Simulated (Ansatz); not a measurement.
# Pd (P6_3/mmc) in Ansatz: single point with PBEsol

Aim: the single point of Pd with PBEsol.

Everything below comes from runs of Ansatz 0.2.0. Logs are shortened: lines on timing, memory, paths and dates and some standing lists are left out, and cuts for length are marked.

### Step 1. The cell of the first run

The structure is hexagonal, space group P6_3/mmc (No. 194). The conventional cell has a = 2.784 Å, b = 2.784 Å, c = 4.629 Å, α = 90.00°, β = 90.00°, γ = 120.00°. Pd (site symmetry -6m2) has 12 Pd at 2.78 to 2.82 Å as nearest neighbours.

This isn't the form of Pd at room conditions, which is fcc.

### Step 2. Single point, PBEsol (strain_shear_xy = 0)

File input.yaml:

```yaml
crystal:
  lattice:
    - [2.7836650458, 0.0, 0.0]
    - [-1.3918325229, 2.4107246453, 0.0]
    - [0.0, 0.0, 4.628893]
  atoms:
    - { symbol: Pd, position: [0.3333333333, 0.6666666667, 0.25] }
    - { symbol: Pd, position: [0.6666666667, 0.3333333333, 0.75] }
kpoints:
  mp_grid: { grid: [11, 11, 6] }
scf:
  occupations: { method: fermi_dirac, width: 0.05 }
hamiltonian:
  xc: pbesol
  pseudopotentials: { kind: all_electron, lapw: { basis_error: 0.001 } }
output:
  forces: true
  stress: true
  eigenvalues: true
```

Potentials or basis: all-electron LAPW, scalar-relativistic.

On the command line:

```sh
$ ansatz run input.yaml --threads 1 --pin off --max-ram 3072MiB --backend cpu --events-out ev --progress --plain --runs-dir out
```

The log of the run:

```text
Warning: RAYON_NUM_THREADS=1 ignored (pool sized by the plan → 1); use --threads N
LAPW: plane waves up to 8.258 Å⁻¹, error target 1.0e-3 eV per atom; small_component_spin mean_spin; Pd in spheres of 1.392 Å, 28 of its electrons in bands, Dirac shells [] (how accurate: hamiltonian.pseudopotentials.lapw.basis_error, Limitations)
Engine: ansatz 0.2.0, x86_64-unknown-linux-gnu
Pseudopotentials: kind: all_electron
Pseudopotential: Pd, LAPW, valence charge 28, lapw/all_electron/scalar/gaussian/Pd, Koelling and Harmon's equation, gaussian nucleus
Functional definition: PBEsol
  exchange = pbesol_x
  correlation = pbesol_c
Crystal: 2 atoms, lattice volume = 31.063 Å³
Basis set: ecut = 259.83522546725584 eV, 301 PW (Γ), exchange–correlation at level 2
Bands: 34, of which v1, the nominal top of the filled ones, is band 28 counted from 1 (27 counted from 0)
Symmetry: 24 space group operations
Space group: P63/mmc (ITA 194), of the structure as read, at distance tolerance 3.1e-5 Å
k-points: 64 of 726
Non-local potential: Pd, projectors of the file, none
Initial density: superposition of atomic densities (chi_scale 0.1, normalization cell)
Initial wavefunctions: plane waves of lowest kinetic energy (no species holds an atomic orbital)
Functional: x = pbesol(κ = 0.804, μ = 0.12345679012345678), c = pbesol(β = 0.046)
iter 1 solved again at ethr=9.04e-4 eV; its pass at ethr=1.00e-1 eV (dr2=5.06e-1 eV) is discarded
SCF iter   1: F=—  HF=-274483.044109 eV  |F-HF|=—  |Δ(HF+E_count)|=         —  Δρ=5.30e-2  dr2=5.08e-1  ethr=9.04e-4  ⟨swp⟩=2.3  Hψ=13666  notcnv=0
preconditioner: auto → LDOS  [metal: Δε(μ)=0.012 eV  Ē_g=11.017 eV  σ=0.050 eV  W_gap=0.06  n_scr=22 (ndim 8)  ℏωp=29.8 eV  f_vac=0.015  D(μ)=5.93/eV (n_scr^D=110)  β→1.0]
iter 2 solved again at ethr=6.86e-5 eV; its pass at ethr=9.04e-4 eV (dr2=3.84e-2 eV) is discarded
SCF iter   2: F=—  HF=-274483.733048 eV  |F-HF|=—  |Δ(HF+E_count)|=   6.89e-1  Δρ=1.78e-2  dr2=3.84e-2  ethr=6.86e-5  ⟨swp⟩=2.0  Hψ=11252  notcnv=0
preconditioner: auto → Kerker (q_TF=auto, 3.010 Å⁻¹)  [metal: Δε(μ)=0.011 eV  Ē_g=12.585 eV  σ=0.050 eV  W_gap=0.06  n_scr=22 (ndim 8)  ℏωp=29.8 eV  f_vac=0.000  D(μ)=5.68/eV (n_scr^D=98)  β→0.5]
SCF iter   3: F=—  HF=-274480.852108 eV  |F-HF|=—  |Δ(HF+E_count)|=    2.88e0  Δρ=1.42e-2  dr2=4.10e-2  ethr=6.86e-5  ⟨swp⟩=3.0  Hψ=7510  notcnv=0
SCF iter   4: F=—  HF=-274480.853645 eV  |F-HF|=—  |Δ(HF+E_count)|=         —  Δρ=6.08e-3  dr2=1.14e-2  ethr=6.86e-5  ⟨swp⟩=2.0  Hψ=5973  notcnv=0
the basis was enlarged: its passes take 91.6 KiB over the memory plan, 1 of 1 planned eigensolver slots
SCF iter   5: F=—  HF=-274480.856627 eV  |F-HF|=—  |Δ(HF+E_count)|=   2.98e-3  Δρ=1.62e-3  dr2=7.81e-4  ethr=2.03e-5  ⟨swp⟩=2.0  Hψ=6268  notcnv=0
SCF iter   6: F=—  HF=-274480.856638 eV  |F-HF|=—  |Δ(HF+E_count)|=   1.16e-5  Δρ=4.02e-4  dr2=2.94e-5  ethr=1.40e-6  ⟨swp⟩=2.0  Hψ=6290  notcnv=0
SCF iter   7: F=—  HF=-274480.856628 eV  |F-HF|=—  |Δ(HF+E_count)|=   1.06e-5  Δρ=1.42e-4  dr2=4.03e-6  ethr=5.25e-8  ⟨swp⟩=2.0  Hψ=6290  notcnv=0
SCF iter   8: F=—  HF=-274480.856625 eV  |F-HF|=—  |Δ(HF+E_count)|=   2.98e-6  Δρ=4.61e-5  dr2=4.48e-7  ethr=7.20e-9  ⟨swp⟩=2.0  Hψ=6290  notcnv=0
SCF iter   9: F=-274480.856625 eV  HF=-274480.856625 eV  |F-HF|=1.05e-9  |Δ(HF+E_count)|=   9.09e-8  Δρ=7.29e-6  dr2=1.28e-8  ethr=8.01e-10  ⟨swp⟩=2.0  Hψ=6290  notcnv=0
SCF 1 converged in 9 iterations: F = -274480.856625 eV  dr2 = 1.28e-8
SCF converged after 9 iterations
Free energy (F): -274480.856625 eV
Harris-Foulkes:  -274480.856625 eV  (|F-HF|=1.05e-9)
Internal energy: -274480.808544 eV  (E = F + TS)
E sigma→0 (E₀):  -274480.832584 eV
Entropy (-TS):   -0.048081 eV (-24.041 meV/atom)
Fermi energy:    19.923665 eV
--- Per-component energies (eV) ---
  E_band       = -6348.667387
  E_kinetic    = 286425.635584
  E_xc         = -7709.686213
  E_electrostatic = -553196.757915  (all electrons and nuclei)
  E_smearing   = -0.048081  (= −TS)
  E_closure    = 0.000000  (closes the sum)
  E_atoms      = -274472.095641  (free atoms, spherical and without spin; not in F)
  Σ components = -274480.856625   (vs F -274480.856625, Δ=0.00e0)
  Basis errors (estimates in eV, not in F): energy 2.4e-4 per atom: plane waves 2.0e-4 (9.9e-5 summed), levels above the bands 1.3e-117, relativity 2.6e-8, radial functions 4.7e-5, core shells 3.8e-8; eigenvalues (radial functions only) 5.2e-6; not estimated: angular momenta, meshes, grids; target (lapw.basis_error) 1.0e-3; muffin-tin radii Pd 1.392 Å
--- Forces (eV/Å), atoms counted from 1 ---
  atom   1  Pd    -0.00000000     0.00000000     0.00000000
  atom   2  Pd     0.00000000    -0.00000000     0.00000000
  max |Σ_I F_I| component: 0.00e0 eV/Å
--- Stress (GPa, compression-positive) ---
      -10.578108      -0.000000       0.000000
       -0.000000     -10.578108       0.000000
        0.000000       0.000000     -10.017674
  P = ⅓ Tr σ = -10.3913 GPa (-103.913 kbar)
--- Band table (eV; the first three rows and the last of 64) ---
  k-point 0: bands = ["-304.3473", "-304.3473", "-304.3473", "-304.3473", "-304.3197", "-304.3197", "-304.3112", "-304.3112", "-304.3112", "-304.3112", "-63.9825", "-63.9429", "-29.8330", "-29.5990", "-29.5990", "-29.5543", "-29.5543", "-29.5071", "13.0510", "14.9357", "17.1821", "17.3717", "17.3717", "17.7015", "17.7015", "18.3540", "18.3540", "19.6950", "19.6950", "20.7886", "26.5025", "36.7694", "38.3159", "39.0836"]
  k-point 1: bands = ["-304.3473", "-304.3473", "-304.3473", "-304.3473", "-304.3197", "-304.3197", "-304.3112", "-304.3112", "-304.3112", "-304.3112", "-63.9799", "-63.9455", "-29.8115", "-29.5960", "-29.5960", "-29.5573", "-29.5573", "-29.5293", "13.2832", "14.9690", "17.1215", "17.3212", "17.3212", "17.6308", "17.6308", "18.5226", "18.5226", "19.6638", "19.6638", "19.8196", "27.8397", "36.3637", "38.5096", "38.5913"]
  k-point 2: bands = ["-304.3473", "-304.3473", "-304.3473", "-304.3473", "-304.3197", "-304.3197", "-304.3112", "-304.3112", "-304.3112", "-304.3112", "-63.9727", "-63.9528", "-29.7526", "-29.5896", "-29.5878", "-29.5878", "-29.5655", "-29.5655", "13.9157", "14.9805", "17.0225", "17.2765", "17.2765", "17.4728", "17.4728", "18.2310", "18.8874", "18.8874", "19.5331", "19.5331", "30.5622", "35.5900", "37.7293", "37.7699"]
  k-point 63: bands = ["-304.3473", "-304.3473", "-304.3473", "-304.3473", "-304.3197", "-304.3197", "-304.3112", "-304.3112", "-304.3112", "-304.3112", "-63.9279", "-63.9279", "-29.8279", "-29.8279", "-29.7557", "-29.7557", "-29.5871", "-29.5871", "15.9797", "15.9797", "16.5773", "16.5773", "17.3167", "17.3167", "18.3114", "18.3114", "19.7719", "19.7719", "25.9767", "25.9767", "28.2479", "28.2479", "29.7635", "29.7635"]
```

It took 43 s on 1 thread of Intel Xeon at 2.50GHz (Skylake/Cascade Lake), shared host; peak memory 0.4 GiB.

What came out:

| Property | Result |
| --- | --- |
| Free energy | -274480.8566 eV |
| Pressure | -10.4 GPa |
| Band gap on the k mesh | none (metal or under the smearing width) |

Levels at points of the mesh, in eV from the Fermi level:
| k point | band 25 | band 26 | band 27 | band 28 | band 29 | band 30 | band 31 | band 32 |
| --- | --- | --- | --- | --- | --- | --- | --- | --- |
| (0.00, 0.00, 0.00) | -2.22 | -1.57 | -1.57 | -0.23 | -0.23 | 0.86 | 6.58 | 16.85 |
| (0.00, 0.00, -0.50) | -2.59 | -2.59 | -0.66 | -0.66 | -0.66 | -0.66 | 13.60 | 13.60 |
